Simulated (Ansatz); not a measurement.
**SnTe: response to strain**

SnTe is deformed so: equal xx and yy strain of +3 %. What stress and forces result, by LAPW, PAW and all-electron datasets made for the crystal?

Computed with Ansatz 0.2.0 (DFT PBE, scalar-relativistic, unless a step's input says otherwise).

**1. The structure to begin with**

The structure is cubic, space group Fm-3m (No. 225). The conventional cell has a = 6.313 Å, b = 6.313 Å, c = 6.313 Å, α = 90.00°, β = 90.00°, γ = 90.00°. Sn (site symmetry m-3m) is surrounded by 6 Te at 3.16 Å. Te (site symmetry m-3m) has 6 Sn at 3.16 Å as nearest neighbours.

Structure file:

```
Sn Te
1.0
     0.00000    3.15650    3.15650
     3.15650    0.00000    3.15650
     3.15650    3.15650    0.00000
Sn Te
1 1
Direct
  0.00000 0.00000 0.00000
  0.50000 0.50000 0.50000
```

Atoms are numbered in the order of the input: Sn1, Te2.

**2. After the deformation**

Space group Fm-3m before, I4/mmm after.

**3. LAPW, all electrons**

The input, input.yaml:

```yaml
crystal:
  lattice:
    - [0.0, 3.251195, 3.1565]
    - [3.251195, 0.0, 3.1565]
    - [3.251195, 3.251195, 0.0]
  atoms:
    - { symbol: Sn, position: [0.0, 0.0, 0.0] }
    - { symbol: Te, position: [0.5, 0.5, 0.5] }
kpoints:
  mp_grid: { grid: [11, 11, 11] }
  band_path:
    path:
      - [0.0, 0.0, 0.0]
      - [0.0, 0.5, 0.5]
      - [0.25, 0.75, 0.5]
      - [0.0, 0.5, 0.0]
      - [0.0, 0.0, 0.0]
      - [0.5, 0.5, 0.0]
      - [0.3826125, 0.6173875, 0.0]
      - [-0.3826125, 0.3826125, 0.0]
      - [0.0, 0.0, 0.0]
    npoints: 5
scf:
  occupations: { method: fermi_dirac, width: 0.08 }
hamiltonian:
  xc: pbe
  pseudopotentials: { kind: all_electron, lapw: { basis_error: 0.00025 } }
output:
  forces: true
  stress: true
  eigenvalues: true
```

Run with:

```bash
ansatz run input.yaml --threads 1 --pin off --max-ram 3072MiB --backend cpu --events-out ev --progress --plain --runs-dir out
```

**4. Frozen-core PAW**

The input, input.yaml:

```yaml
crystal:
  lattice:
    - [0.0, 3.251195, 3.1565]
    - [3.251195, 0.0, 3.1565]
    - [3.251195, 3.251195, 0.0]
  atoms:
    - { symbol: Sn, position: [0.0, 0.0, 0.0] }
    - { symbol: Te, position: [0.5, 0.5, 0.5] }
kpoints:
  mp_grid: { grid: [11, 11, 11] }
scf:
  occupations: { method: fermi_dirac, width: 0.08 }
hamiltonian:
  xc: pbe
  pseudopotentials: { kind: paw }
output:
  forces: true
  stress: true
  eigenvalues: true
  efg: { contact_densities: true }
  write_density: true
  write_potential: true
  elf: true
  volumetric_format: npy
```

**5. Datasets made for this crystal**

Changes to input.yaml since step 4:

```diff
@@ -14,3 +14,3 @@
   xc: pbe
-  pseudopotentials: { kind: paw }
+  pseudopotentials: { kind: all_electron, datasets: crystal }
 output:
@@ -20,5 +20 @@
   efg: { contact_densities: true }
-  write_density: true
-  write_potential: true
-  elf: true
-  volumetric_format: npy
```

(Steps that only read results are left out.)

Q: Predict the outcome of this session. Wanted: pressure; largest shear or deviatoric stress.

The runs gave:

| quantity | value |
| --- | --- |
| pressure | LAPW -0.43, PAW -0.43, crystal datasets -0.43 GPa |
| largest shear or deviatoric stress (LAPW) | 2.18 GPa |

The largest part of the stress beyond the pressure is 2.18 GPa in size, in the zz component; the atoms are carried along and not relaxed. No run of the undeformed cell stands beside it, so the pressure holds what the given cell had before the change. PAW: stress within 0.01 GPa of LAPW. Crystal datasets: stress within 0.01 GPa of LAPW. Spin-orbit coupling is left out, though the cell holds Te; in elements this heavy it can shift bands and gaps by tenths of an eV.
